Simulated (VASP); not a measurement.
Write the native input for VASP 6.6.1 that does the following.

```
Task                   : single point
Functional             : PBEsol
Potentials or basis    : VASP PAW PBE potentials, release 64 (Li_sv)
Cutoff                 : 520 eV
k mesh                 : 18 × 18 × 18
Occupations            : gaussian, width 0.1 eV
Spin                   : no spin polarisation
Dipole correction      : no
Further INCAR settings : ALGO = Fast; EDIFF = 1e-07; NBANDS = 8
```

The structure of Li lies in POSCAR:

```
Li
1.0
    0.0000000000      2.1601154879      2.1601154879
    2.1601154879      0.0000000000      2.1601154879
    2.1601154879      2.1601154879      0.0000000000
Li
1
Direct
    0.0000000000      0.0000000000      0.0000000000
```

This isn't the form of Li at room conditions, which is bcc.

The cell isn't the ideal one: relaxed again under DFT PBEsol, scalar-relativistic, plane waves, PAW.

The input as run:

INCAR

```
SYSTEM = Li
PREC = Accurate ; ENCUT = 520
EDIFF = 1E-7 ; ISMEAR = 0
SIGMA = 0.1 ; LREAL = .FALSE.
LASPH = .TRUE. ; NELM = 100
ALGO = Fast ; ISIF = 2
LWAVE = .FALSE. ; LCHARG = .FALSE.
GGA = PS ; NBANDS = 8
```

KPOINTS

```
Automatic mesh
0
G
  18 18 18
  0 0 0
```

Potentials or basis: VASP PAW PBE potentials, release 64 (Li_sv).

The run is started by

```sh
$ cat potpaw_PBE.64/Li_sv/POTCAR > POTCAR
$ mpirun -np 1 vasp_std > vasp.out
```

It gave:

- Band gap on the k mesh: none (metal or under the smearing width)

Run time: 20 s on 1 thread of AMD EPYC 9R45 (Zen 5) (shared host), peak memory 0.11 GiB.
